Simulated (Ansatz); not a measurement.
Input and command of a plane-wave DFT calculation in Ansatz:

```yaml
crystal:
  lattice:
    - [3.4135078666, 0.0, 0.0]
    - [-1.1842470677, 5.5835077105, 0.0]
    - [0.0, 0.0, 24.7371403419]
  atoms:
    - { symbol: Sn, position: [0.705478252, 0.4452049652, 0.303187834] }
    - { symbol: Sn, position: [0.4109565041, 0.8904099303, 0.3594198814] }
    - { symbol: Sn, position: [0.1164347561, 0.3356148955, 0.4156519289] }
    - { symbol: Sn, position: [0.8219130081, 0.7808198606, 0.4718839763] }
    - { symbol: Sn, position: [0.5273912601, 0.2260248258, 0.5281160237] }
    - { symbol: Sn, position: [0.2328695122, 0.6712297909, 0.5843480711] }
    - { symbol: Sn, position: [0.9383477642, 0.1164347561, 0.6405801186] }
    - { symbol: Sn, position: [0.6438260162, 0.5616397212, 0.696812166] }
basis:
  ecutwfc: 420
kpoints:
  mp_grid: { grid: [5, 3, 1] }
hamiltonian:
  xc: pbesol
scf:
  occupations: { method: gaussian, width: 0.1 }
output:
  forces: true
  stress: true
  eigenvalues: true
efield:
  axis: 3
  dipole_correction: true
  ramp_width: 0.04
```

```bash
ansatz run input.yaml --threads 2 --pin off --max-ram 5120MiB --backend cpu --events-out ev --progress --plain --runs-dir out
```

Processor: Arm Neoverse V2, 2 threads, on a host shared with other jobs.

**Question.** Estimate time, memory and problem size.

**Answer.** About 12 s on 2 threads of Arm Neoverse V2, on a shared host, peak memory 0.72 GiB. It solves 68 bands at 8 k points (the mesh reduced by symmetry) with about 9229 plane waves, in 8 SCF iterations.
